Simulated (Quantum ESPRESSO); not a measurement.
TiB2 under changes of volume

One of the cells (8.552 Å³/atom); the others are scaled copies at fixed shape and fractional positions:

```xyz
3
Lattice="3.0292 0.0000 0.0000 -1.5146 2.6234 0.0000 0.0000 0.0000 3.2284" Properties=species:S:1:pos:R:3 pbc="T T T"
Ti    0.0000    0.0000    0.0000
B     1.5146    0.8745    1.6142
B     0.0000    1.7489    1.6142
```

| Quantity | Value |
| --- | --- |
| Program | Quantum ESPRESSO 7.5 |
| Functional | r2SCAN |
| Potentials or basis | SG15 PBE 1.2 |
| Cutoff | 952 eV |
| Density cutoff | 3810 eV |
| k mesh | 8 × 8 × 6 |
| Occupations | fermi-dirac, width 0.05 eV |
| Spin | no spin polarisation |

```tsv
volume (Å³/atom)	energy over the lowest point (meV/atom)	pressure (GPa)
8.039	18.52	15.0
8.210	5.98	8.6
8.381	0.01	2.7
8.552	0.00	-2.6
8.723	5.41	-7.4
8.894	?	?
9.065	30.50	-15.8
```

What does the run at 8.894 Å³/atom give?

Energy over the lowest point 15.73 meV/atom; pressure -11.8 GPa.

Worked out: A Birch-Murnaghan fit of order 3 (a polynomial in V^(-2/3)) to the other rows has its minimum at 8.47 Å³/atom with B0 = V·E''(V) = 263 GPa and B' = 3.8 at fixed shape and positions, which overstates the stiffness. It gives 15.72 meV/atom at 8.894 Å³/atom, against the run's 15.73, and -dE/dV = -11.8 GPa, against -11.8.

Energies are extrapolated to zero smearing.

Caveats: the potentials were made for another functional, which shifts forces and pressure.
